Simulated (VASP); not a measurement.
# Ca (Cmce) in VASP: reference runs

How does Ca come out in PBE? The cell is run as given and disturbed.

Program: VASP 6.6.1. These are calculated values, not measurements. Logs are shortened: lines on timing, memory, paths and dates and some standing lists are left out, and cuts for length are marked.

### 1 The structure

The structure is orthorhombic, space group Cmce (No. 64). Conventional cell: a = 6.926 Å, b = 7.339 Å, c = 7.009 Å, α = 90.00°, β = 90.00°, γ = 90.00°. Ca (site symmetry m) has 7 Ca at 3.54 to 3.75 Å as nearest neighbours.

This isn't the form of Ca at room conditions, which is fcc.

### 2 Single point, PBE

File INCAR:

```
PREC = Accurate
ENCUT = 520
EDIFF = 1E-7
ISMEAR = -1
SIGMA = 0.05
LREAL = F
LASPH = T
NELM = 80
ALGO = Normal
ISIF = 2
LWAVE = F
LCHARG = F
GGA = PE
NBANDS = 28
```

File KPOINTS:

```
Automatic mesh
0
Gamma
  5 5 4
```

File POSCAR:

```
Ca
1.0
    3.4629657000     -3.6694915100      0.0000000000
    3.4629657000      3.6694915100      0.0000000000
    0.0000000000      0.0000000000      7.0091196500
Ca
4
Direct
    0.6617894600      0.3382105400      0.3034858900
    0.3382105400      0.6617894600      0.6965141100
    0.8382105400      0.1617894600      0.8034858900
    0.1617894600      0.8382105400      0.1965141100
```

Potentials or basis: VASP PAW PBE potentials, release 64 (Ca_sv).

Command:

```
cat potpaw_PBE.64/Ca_sv/POTCAR > POTCAR
mpirun -np 1 vasp_std > vasp.out
```

OUTCAR:

```text
PREC = Accurate
   ENCUT = 520
   EDIFF = 1E-7
   ISMEAR = -1
   LREAL = F
   LASPH = T
   NELM = 80
   ISIF = 2
   GGA = PE

 ion  position               nearest neighbor table
   1  0.662  0.338  0.303-
   2  0.338  0.662  0.697-
   3  0.838  0.162  0.803-
   4  0.162  0.838  0.197-

  LATTYP: Found a base centered orthorhombic cell.
 ALAT       =     6.9259314000
 B/A-ratio  =     1.0596384221
 C/A-ratio  =     1.0120111282

  Lattice vectors:

 A1 = (   3.4629657000,  -3.6694915100,   0.0000000000)
 A2 = (   3.4629657000,   3.6694915100,   0.0000000000)
 A3 = (   0.0000000000,   0.0000000000,   7.0091196500)

Analysis of symmetry for initial positions (statically):
=====================================================================
 Subroutine PRICEL returns:
 Original cell was already a primitive cell.

 Routine SETGRP: Setting up the symmetry group for a
 base centered orthorhombic supercell.

 Subroutine GETGRP returns: Found  8 space group operations
 (whereof  4 operations were pure point group operations)
 out of a pool of  8 trial point group operations.

The static configuration has the point symmetry C_2h.
 The point group associated with its full space group is D_2h.

Analysis of symmetry for dynamics (positions and initial velocities):
=====================================================================
 Subroutine PRICEL returns:
 Original cell was already a primitive cell.

 Routine SETGRP: Setting up the symmetry group for a
 base centered orthorhombic supercell.

 Subroutine GETGRP returns: Found  8 space group operations
 (whereof  4 operations were pure point group operations)
 out of a pool of  8 trial point group operations.

The dynamic configuration has the point symmetry C_2h.
 The point group associated with its full space group is D_2h.

 Subroutine INISYM returns: Found  8 space group operations
 (whereof  4 operations are pure point group operations),
 and found     1 'primitive' translations

----------------------------------------------------------------------------------------

                                     Primitive cell
[... 83 lines left out ...]
   NGX,Y,Z   is equivalent  to a cutoff of  13.18, 13.18, 12.81 a.u.
   NGXF,Y,Z  is equivalent  to a cutoff of  26.36, 26.36, 25.62 a.u.
 SYSTEM =  unknown system
   PREC   = accura    normal or accurate (medium, high low for compatibility)
   ISTART =      0    job   : 0-new  1-cont  2-samecut
   ICHARG =      2    charge: 1-file 2-atom 10-const
   ISPIN  =      1    spin polarized calculation?
   LNONCOLLINEAR =      F non collinear calculations
   LSORBIT =      F    spin-orbit coupling
   LASPH  =      T    aspherical Exc in radial PAW
   ENCUT  =  520.0 eV  38.22 Ry    6.18 a.u.   9.38  9.38 13.03*2*pi/ulx,y,z
   NELM   =     80;   NELMIN=  2; NELMDL= -5     # of ELM steps
   EDIFF  = 0.1E-06   stopping-criterion for ELM
   LREAL  =      F    real-space projection
   EDIFFG = 0.1E-05   stopping-criterion for IOM
   NSW    =      0    number of steps for IOM
   IBRION =     -1    ionic relax: 0-MD 1-quasi-New 2-CG
   NFREE  =      0    steps in history (QN), initial steepest desc. (CG)
   ISIF   =      2    stress and relaxation
   ISYM   =      2    0-nonsym 1-usesym 2-fastsym
   POTIM  = 0.5000    time-step for ionic-motion
   TEBEG  =    0.0;   TEEND  =   0.0 temperature during run
   PSTRESS=    0.0 pullay stress
   NELECT =      40.0000    total number of electrons
   NUPDOWN=      -1.0000    fix difference up-down
   EMIN   =  10.00;   EMAX   =-10.00  energy-range for DOS
   EFERMI =   0.00;   METHOD = LEGACY
   ISMEAR =    -1;   SIGMA  =   0.05  broadening in eV -4-tet -1-fermi 0-gaus
   EFERMI_NEDOS =   21; number of points for ismear=-14 and -15
   IALGO  =     38    algorithm
   IMIX   =      4    mixing-type and parameters
     AMIX     =   0.40;   BMIX     =  1.00
     AMIX_MAG =   1.60;   BMIX_MAG =  1.00
  volume/ion in A,a.u.               =      44.53       300.53
  Fermi-wavevector in a.u.,A,eV,Ry     =   0.995052  1.880375 13.471508  0.990128
  Thomas-Fermi vector in A             =   2.127045
   LORBIT       =      0    0 simple, 1 ext, 2 COOP (PROOUT), +10 PAW based schemes
   GGA     = PE    functional components
   LHFCALC =     F    Hartree Fock is set to
   AEXX    =    0.0000 exact exchange contribution
   IVDW    =     0    specifies the selected vdW correction
   LEPSILON=     F    determine dielectric tensor
   LRPA    =     F    only Hartree local field effects (RPA)
 non-spin polarized calculation
  energy-cutoff  :      520.00
  volume of cell :      178.13
 maximum number of plane-waves:      4838
 NGX is ok and might be reduce to    40
   NGX = 19   NGY = 19   NGZ = 27

 number of electron      39.9999993 magnetization

 Free energy of the ion-electron system (eV)
  ---------------------------------------------------
  ext. energy  EPLUGINS =         0.00000000
  ---------------------------------------------------
  free energy    TOTEN  =        -6.65654601 eV

  energy without entropy =       -6.61956359  energy(sigma->0) =       -6.63805480

 E-fermi :   1.6674     XC(G=0):  -7.5524

 val. band max:        1.6652228677   @ k =  -0.2000   0.2000   0.0000
 cond. band min:       1.6812535304   @ k =   0.0000   0.0000   0.5000
 fundamental gap:      0.0160306627
 Fermi energy:         1.6674094944

 k-point     1 :       0.0000    0.0000    0.0000
  band No.  band energies     occupation
      1     -40.5216      2.00000
      2     -40.5072      2.00000
      3     -40.4917      2.00000
      4     -40.4898      2.00000
      5     -21.5884      2.00000
      6     -21.5784      2.00000
[... 733 lines left out ...]
     27       3.6620      0.00000
     28       3.6620      0.00000

 [... further k-points ...]
[... 5 lines left out ...]
  --------------------------------------------------------------------------------------
  -------------------------------------------------------------------------------------
  Total        0.0066374     -0.5239743     -0.0272426      0.0000000      0.0000000      0.0000000
  in kB        0.0596984     -4.7127346     -0.2450259      0.0000000      0.0000000      0.0000000
  external PRESSURE =      -1.6326874 kB  Pullay stress =       0.0000000 kB

 VOLUME and BASIS-vectors are now :
 -----------------------------------------------------------------------------
  energy-cutoff  :      520.00
  volume of cell :      178.13
      direct lattice vectors                 reciprocal lattice vectors
     3.462965700 -3.669491510  0.000000000     0.144384913 -0.136258661  0.000000000
     3.462965700  3.669491510  0.000000000     0.144384913  0.136258661  0.000000000
     0.000000000  0.000000000  7.009119650     0.000000000  0.000000000  0.142671270

 POSITION                                       TOTAL-FORCE (eV/Angst)
 -----------------------------------------------------------------------------------
      3.46297     -1.18737      2.12717         0.000000     -0.022604      0.028700
      3.46297      1.18737      4.88195         0.000000      0.022604     -0.028700
      3.46297     -2.48212      5.63173         0.000000      0.022604      0.028700
      3.46297      2.48212      1.37739         0.000000     -0.022604     -0.028700
 -----------------------------------------------------------------------------------
    total drift:                               -0.000000     -0.000000     -0.000000

  FREE ENERGIE OF THE ION-ELECTRON SYSTEM (eV)
  ---------------------------------------------------
  free  energy   TOTEN  =        -6.6565460107 eV

  energy  without entropy=       -6.6195635949  energy(sigma->0) =       -6.63805480
```

It took 75 s on 1 thread of AMD EPYC 9R45 (Zen 5), shared host; peak memory 0.29 GiB.

What came out:

- Free energy: -6.6565 eV
- Pressure: -0.2 GPa
- Largest force: 0.037 eV/Å
- Band gap on the k mesh: none (metal or under the smearing width)

Forces in eV/Å, atoms in the order of the input:
```
Ca   0.000 -0.023  0.029
Ca   0.000  0.023 -0.029
Ca   0.000  0.023  0.029
Ca   0.000 -0.023 -0.029
```

Levels at points of the mesh, in eV from the Fermi level:
```csv
k point,band 17,band 18,band 19,band 20,band 21,band 22,band 23,band 24
"(0.00, 0.00, 0.00)",-3.82,-1.13,-0.54,-0.06,0.38,0.96,1.01,1.24
"(0.00, 0.00, 0.50)",-2.97,-2.97,0.01,0.01,0.69,0.69,1.25,1.25
```

### 3 Single point, PBE (atoms moved at random, drawn with an rms of 0.05 Å)

File INCAR:

```
SYSTEM = Ca
ALGO = Normal
EDIFF = 1E-7
ENCUT = 520
GGA = PE
ISIF = 2
ISMEAR = -1
LASPH = .TRUE.
LCHARG = .FALSE.
LREAL = .FALSE.
LWAVE = .FALSE.
NBANDS = 28
NELM = 60
PREC = Accurate
SIGMA = 0.05
```

File KPOINTS:

```
k-points
0
G
  5 5 4
  0 0 0
```

File POSCAR:

```
Ca
1.0
    3.4629657000     -3.6694915100      0.0000000000
    3.4629657000      3.6694915100      0.0000000000
    0.0000000000      0.0000000000      7.0091196500
Ca
4
Direct
    0.6679170000      0.3372690000      0.3016340000
    0.3343180000      0.6544330000      0.6916780000
    0.8260880000      0.1578150000      0.8043340000
    0.1600400000      0.8444710000      0.1987310000
```

Potentials or basis: VASP PAW PBE potentials, release 64 (Ca_sv).

Command:

```
cat potpaw_PBE.64/Ca_sv/POTCAR > POTCAR
mpirun -np 1 vasp_std > vasp.out
```

Wall time 2.4 min (1 thread of AMD EPYC 9R45 (Zen 5), shared host); peak memory 0.34 GiB.

Results (log left out):

| Item | Value |
| --- | --- |
| Free energy | -6.6523 eV |
| Pressure | -0.2 GPa |
| Largest force | 0.144 eV/Å |
| Band gap on the k mesh | none (metal or under the smearing width) |

Forces on the atoms (eV/Å):
```
Ca   0.012  0.062  0.058
Ca  -0.055  0.095  0.031
Ca   0.021 -0.052  0.007
Ca   0.022 -0.105 -0.095
```

Stress tensor (GPa, compression positive):
```
 0.00 -0.02  0.02
-0.02 -0.47 -0.02
 0.02 -0.02  0.01
```

Levels at points of the mesh, in eV from the Fermi level:
```csv
k point,band 17,band 18,band 19,band 20,band 21,band 22,band 23,band 24
"(0.00, 0.00, 0.00)",-3.82,-1.13,-0.55,-0.06,0.38,0.95,1.02,1.24
"(0.00, 0.00, 0.50)",-2.98,-2.96,0.01,0.02,0.67,0.70,1.24,1.27
```
